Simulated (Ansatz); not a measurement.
BaTiO3:

```xyz
10
Lattice="4.5339 -2.9380 -2.8445 -4.1792 -2.1732 2.5787 -4.6762 2.6714 -2.7780" Properties=species:S:1:pos:R:3 pbc="T T T"
Ba    0.0840   -2.6676   -2.9251
Ba    0.3596   -5.0980   -0.2695
Ti   -2.2602   -0.0254   -2.8155
Ti   -2.0304   -2.4394   -0.1341
O     0.1677   -2.5637   -0.1876
O    -0.0743   -0.1457   -2.8591
O    -2.1593   -1.1997   -1.5176
O    -6.5741   -0.9440   -1.6257
O    -2.3575    1.3116   -1.4278
O    -2.0878   -1.1006    1.2786
```

```yaml
Program: Ansatz 0.2.0
Task: relaxation of cell and atoms
Functional: PBEsol
Potentials_or_basis: Ansatz PAW
Cutoff: "420 eV (not typed: the program's choice for these potentials)"
k_mesh: 7 × 7 × 6
Occupations: fermi-dirac, width 0.05 eV
Spin: no spin polarisation
Hubbard_terms: Ti d U = 1 eV
```

At the start: volume 12.63 Å³/atom.

Question: Where does the relaxation end?

Answer: It ends after 15 steps and the volume is 12.68 Å³/atom (+0.4 %); space group R3m (No. 160, to 0.05 Å).

The path:
```
step  energy change (eV)  largest force (eV/Å)  volume (Å³)
   1              0.0000                1.0121       126.34
   2             -1.4472                0.5979       128.31
   3             -2.5636                0.3298       125.95
   4             -2.9090                0.1136       125.58
   5             -2.9286                0.0389       125.90
   6             -2.9296                0.0081       126.09
   7             -2.9298                0.0023       126.03
   8             -3.0675                0.0043       126.03
   9             -3.0839                0.0183       126.72
  10             -3.0843                0.0292       126.66
  11             -3.0847                0.0008       126.76
  12             -3.0847                0.0003       126.76
  13             -3.0889                0.0006       126.76
  14             -3.0889                0.0009       126.81
  15             -3.0892                0.0009       126.81
```

Final structure:
```yaml
crystal:
  lattice:
    - [3.98600, -2.81652, -2.81697]
    - [-3.98493, -2.81633, 2.81542]
    - [-3.99418, 2.81390, -2.82595]
  atoms:
    - { symbol: Ba, position: [0.99512, 0.49698, 0.49236] }
    - { symbol: Ba, position: [0.99513, 0.99698, 0.99236] }
    - { symbol: Ti, position: [0.48523, 0.24179, 0.72761] }
    - { symbol: Ti, position: [0.48523, 0.74179, 0.22761] }
    - { symbol: O, position: [0.50584, 0.50561, 0.01131] }
    - { symbol: O, position: [0.50584, 0.00561, 0.51131] }
    - { symbol: O, position: [0.50598, 0.50008, 0.51122] }
    - { symbol: O, position: [0.50598, 0.00008, 0.01122] }
    - { symbol: O, position: [0.01160, 0.00554, 0.51128] }
    - { symbol: O, position: [0.01160, 0.50554, 0.01128] }
```

Caveat: the electronic state changed during the relaxation; the plane-wave basis is chosen anew once the cell has moved, so the energies of steps on either side of that aren't comparable; the pressure holds a Pulay correction of +0.6 GPa for the finite cutoff; the PAW data sets come from PBE, with cores solved anew for the run's functional, which leaves a small shift of forces and pressure.
